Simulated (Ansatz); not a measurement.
**ZrO2: zone-centre modes at -1 GPa**

Computed with Ansatz 0.2.0, DFT PBE, scalar-relativistic, plane waves, PAW. Cutoff 420 eV, 8×8×8 k-points (Γ-centred), fixed occupations. No spin polarisation. Phonons by linear response, acoustic sum rule imposed.

The cell, relaxed at -1 GPa:
```
Zr O
1.0
     0.00000    2.56156    2.56156
     2.56156    0.00000    2.56156
     2.56156    2.56156    0.00000
Zr O
1 2
Direct
  0.00000 0.00000 0.00000
  0.25000 0.25000 0.25000
  0.75000 0.75000 0.75000
```

(1) Is this structure stable against zone-centre distortions?

(2) List the optical modes at Γ without the LO field (i marks imaginary ones).

Results:

(1) Yes, at Γ: no optical mode is imaginary. Strains and other wave vectors aren't tested by this run.

(2)
```json
{"frequency (cm⁻¹)": "215", "degeneracy": "3", "IR intensity of the level ((D/Å)²/amu)": "96.48"}
{"frequency (cm⁻¹)": "545", "degeneracy": "3", "IR intensity of the level ((D/Å)²/amu)": "0.00"}
```

This fluorite-type form isn't the usual stable structure of the compound.

Cost: 1 run of about 0.22 core-minutes, on Intel Xeon 6975P-C (Granite Rapids) (shared hosts).